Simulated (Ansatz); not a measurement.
Input of an Ansatz 0.2.0 run:

The input input.yaml:

```yaml
crystal:
  lattice:
    - [3.777, 0.0, 0.0]
    - [-1.8885, 3.2709779501, 0.0]
    - [0.0, 0.0, 6.498]
  atoms:
    - { symbol: Te, position: [0.3333333333, 0.6666666667, 0.7372] }
    - { symbol: Te, position: [0.6666666667, 0.3333333333, 0.2628] }
    - { symbol: Ti, position: [0.0, 0.0, 0.0] }
hamiltonian:
  xc: pbe
  pseudopotentials: { kind: paw }
kpoints:
  mp_grid: { grid: [6, 6, 3] }
scf:
  occupations: { method: fermi_dirac, width: 0.05 }
phonons:
  method: dfpt
```

Potentials or basis: Ansatz PAW.

Launch:

```console
$ ansatz run input.yaml --threads 2 --pin off --max-ram 5632MiB --backend cpu --events-out ev --progress --plain --runs-dir out
```

Task: Estimate the highest phonon frequency at Γ.

Result: 280 cm⁻¹.

Task: Estimate the band gap on the k mesh.

Result: None (metal or under the smearing width).

Phonon frequencies in cm⁻¹ (negative: imaginary):
| q point | frequencies |
| --- | --- |
| (0.000, 0.000, 0.000) | 0 0 0 98 98 142 191 191 280 |

 Spin-orbit coupling is left out, which matters for the levels of Te.
